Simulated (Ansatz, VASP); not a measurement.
## Se: VASP beside Ansatz

The input INCAR:

```
PREC = Accurate ; ENCUT = 520
EDIFF = 1E-7 ; ISMEAR = 0
SIGMA = 0.1 ; LREAL = False
LASPH = True ; NELM = 100
ALGO = Normal ; ISIF = 2
LWAVE = False ; LCHARG = True
GGA = PS ; LELF = True
LVHAR = True ; NBANDS = 13
```

Contents of KPOINTS:

```
Automatic mesh
0
Gamma
  10 10 10
```

POSCAR

```
Se
1.0
    0.0000000000      3.1880466457      3.1411631472
    3.1880466457      0.0000000000      3.1411631472
    3.1880466457      3.1880466457      0.0000000000
Se
2
Direct
    0.5000000000      0.5000000000      0.5000000000
    0.7500000000      0.7500000000      0.7500000000
```

Input for Ansatz:

```yaml
crystal:
  lattice:
    - [0.0, 3.1880466457, 3.1411631472]
    - [3.1880466457, 0.0, 3.1411631472]
    - [3.1880466457, 3.1880466457, 0.0]
  atoms:
    - { symbol: Se, position: [0.5, 0.5, 0.5] }
    - { symbol: Se, position: [0.75, 0.75, 0.75] }
basis:
  ecutwfc: 420
kpoints:
  mp_grid: { grid: [10, 10, 10] }
hamiltonian:
  xc: pbesol
scf:
  occupations: { method: gaussian, width: 0.1 }
output:
  forces: true
  stress: true
  eigenvalues: true
```

Alike in both runs: task single point; functional PBEsol; k mesh 10 × 10 × 10; occupations gaussian, width 0.1 eV; no spin polarisation.

|  | VASP | Ansatz |
| --- | --- | --- |
| version | VASP 6.6.1 | Ansatz 0.2.0 |
| potentials or method | VASP PAW PBE potentials, release 64 (Se) | scalar-relativistic, plane waves, PAW |
| plane-wave cutoff (eV) | 520 | 420 |
| valence electrons in the cell | 12 | 32 |

|  | VASP | Ansatz | Ansatz less VASP |
| --- | --- | --- | --- |
| gap on the k mesh at the Fermi level (eV) | none | none | - |
| pressure (GPa) | -2.3 | -2.3 | -0.05 |
| largest component of the traceless stress (GPa) | 0.12 | 0.12 | -0.001 |

A gap of «none» marks a metal or a gap that the smearing closes. With one functional, cell and mesh, what is left measures potentials, basis and numerics. The two sets of potentials don't hold the same shells in valence.

Caveats: the PAW data sets were made with another functional, which shifts forces and pressure a little (VASP).
